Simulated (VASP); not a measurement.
Write the native input for VASP 6.6.1 that does the following.

- Task: single point
- Functional: LDA
- Potentials or basis: VASP PAW LDA potentials, release 64 (Mn_pv, S)
- Cutoff: 520 eV
- k mesh: 8 × 8 × 8
- Occupations: fermi-dirac, width 0.0759 eV
- Spin: collinear spin, typed start
- Starting moments: [5.0, 0.0] μB
- Dipole correction: no
- Further INCAR settings: ALGO = Fast; EDIFF = 1e-06; NBANDS = 20

The structure of MnS lies in POSCAR:

```
MnS
1.0
    0.0000000000      2.6536852900      2.6536852900
    2.6536852900      0.0000000000      2.6536852900
    2.6536852900      2.6536852900      0.0000000000
Mn S
1 1
Direct
    0.0000000000      0.0000000000      0.0000000000
    0.5000000000      0.5000000000      0.5000000000
```

The cell was built by a generator and needn't be a form met in nature.

One way to write it, as run:

INCAR

```
  PREC = Accurate
  ENCUT = 520
  EDIFF = 1E-6
  ISMEAR = -1
  SIGMA = 0.0759
  LREAL = F
  LASPH = T
  NELM = 150
  ALGO = Fast
  ISIF = 2
  LWAVE = F
  LCHARG = F
  ISPIN = 2
  MAGMOM = 5 0
  LORBIT = 11
  LMAXMIX = 4
  NBANDS = 20
```

KPOINTS

```
Automatic mesh
0
Gamma
  8 8 8
```

Potentials or basis: VASP PAW LDA potentials, release 64 (Mn_pv, S).

Run with:

```bash
$ cat potpaw_LDA.64/Mn_pv/POTCAR potpaw_LDA.64/S/POTCAR > POTCAR
$ mpirun -np 1 vasp_std > vasp.out
```

It gave:

```yaml
Pressure: -13.7 GPa
Band_gap_on_the_k_mesh: none (metal or under the smearing width)
Net_moment: 4.65 μB per cell
Site_moments: Mn +4.18; S +0.10 μB
Valence_electrons_inside_the_program's_atomic_spheres: Mn 11.30; S 3.68
```

Caveat: a cell with one magnetic atom can't hold antiferromagnetic order, which such compounds often take; semilocal functionals often make such compounds metallic where correlation or magnetic order opens a gap, which also shifts bond lengths.

It took 44 s on 1 thread of Intel(R) Xeon(R) Platinum 8488C (Sapphire Rapids) (shared host), peak memory 0.16 GiB.
